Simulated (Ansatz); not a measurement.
**Relaxation path: Se**

DFT, PBE, PAW with Ansatz's default frozen-core files, scalar-relativistic (Ansatz 0.2.0); a Γ-centred 9×9×7 k mesh, Fermi–Dirac smearing of 0.05 eV, no spin polarisation. The run relaxes cell and atoms at a target pressure of 0 GPa.

Command: `ansatz run input.yaml --threads 1 --pin off --max-ram 3072MiB --backend cpu --events-out ev --progress --plain --runs-dir out` It took 2.8 min on 1 thread of Arm Neoverse N1 (shared host), peak memory 0.42 GiB.

```yaml
crystal:
  lattice:
    - [4.3662, 0.0, 0.0]
    - [-2.1831, 3.781240118, 0.0]
    - [0.0, 0.0, 4.9536]
  atoms:
    - { symbol: Se, position: [0.2254, 0.0, 0.3333333333] }
    - { symbol: Se, position: [0.0, 0.2254, 0.6666666667] }
    - { symbol: Se, position: [0.7746, 0.7746, 0.0] }
kpoints:
  mp_grid: { grid: [9, 9, 7] }
scf:
  occupations: { method: fermi_dirac, width: 0.05 }
hamiltonian:
  xc: pbe
  pseudopotentials: { kind: paw }
output:
  forces: true
  stress: true
relax:
  f_tol: 0.003
  max_steps: 80
  cell: {}
```

Each step lists its free energy a cell above the last geometry, the pressure, the cell vectors (Å), and Cartesian positions (Å) with forces (eV/Å).

The first step:

```
step 1  dF = 37.94 meV  P = 2.78 GPa
  cell 4.3662 0.0000 0.0000  -2.1831 3.7812 0.0000  0.0000 0.0000 4.9536
  Se 0.9841 0.0000 1.6512   0.4010 0.0000 0.0000
  Se -0.4921 0.8523 3.3024   -0.2005 0.3473 0.0000
  Se 1.6910 2.9289 0.0000   -0.2005 -0.3473 0.0000
```

Question: Where does the relaxation end, and by which steps?

Answer: After 6 geometries, with conventional a, b, c = 4.523, 4.523, 5.045 Å, at 29.791 Å³/atom (+9.28 % against the start) in space group P3_121, with a shortest distance of 2.401 Å. The further steps:
```
step 2  dF = 3.44 meV  P = -0.36 GPa
  cell 4.4875 0.0000 0.0000  -2.2437 3.8863 0.0000  0.0000 0.0000 5.1187
  Se 0.9813 0.0000 1.7062   -0.0079 0.0000 0.0000
  Se -0.4907 0.8499 3.4125   0.0039 -0.0068 0.0000
  Se 1.7531 3.0364 0.0000   0.0039 0.0068 0.0000
step 3  dF = 0.44 meV  P = -0.06 GPa
  cell 4.4851 0.0000 0.0000  -2.2425 3.8842 0.0000  0.0000 0.0000 5.0658
  Se 0.9892 0.0000 1.6886   -0.0158 0.0000 0.0000
  Se -0.4946 0.8567 3.3772   0.0079 -0.0137 0.0000
  Se 1.7479 3.0275 0.0000   0.0079 0.0137 0.0000
step 4  dF = 0.23 meV  P = 0.01 GPa
  cell 4.4923 0.0000 0.0000  -2.2462 3.8904 0.0000  0.0000 0.0000 5.0544
  Se 0.9901 0.0000 1.6848   -0.0100 0.0000 0.0000
  Se -0.4950 0.8574 3.3696   0.0050 -0.0086 0.0000
  Se 1.7511 3.0330 0.0000   0.0050 0.0086 0.0000
step 5  dF = 0.07 meV  P = 0.05 GPa
  cell 4.5086 0.0000 0.0000  -2.2543 3.9046 0.0000  0.0000 0.0000 5.0444
  Se 0.9901 0.0000 1.6815   -0.0013 0.0000 0.0000
  Se -0.4951 0.8575 3.3629   0.0007 -0.0012 0.0000
  Se 1.7593 3.0471 0.0000   0.0007 0.0012 0.0000
step 6  dF = 0.00 meV  P = 0.01 GPa
  cell 4.5230 0.0000 0.0000  -2.2615 3.9170 0.0000  0.0000 0.0000 5.0446
  Se 0.9893 0.0000 1.6815   0.0001 0.0000 0.0000
  Se -0.4947 0.8568 3.3631   -0.0001 0.0001 0.0000
  Se 1.7668 3.0602 0.0000   -0.0001 -0.0001 0.0000
step 7  dF = -0.36 meV  P = 0.01 GPa  (same geometry on a basis chosen anew; earlier energies don't compare to the last digit)
  cell 4.5230 0.0000 0.0000  -2.2615 3.9170 0.0000  0.0000 0.0000 5.0446
  Se 0.9893 0.0000 1.6815   -0.0002 0.0000 0.0000
  Se -0.4947 0.8568 3.3631   0.0001 -0.0001 0.0000
  Se 1.7668 3.0602 0.0000   0.0001 0.0001 0.0000
```
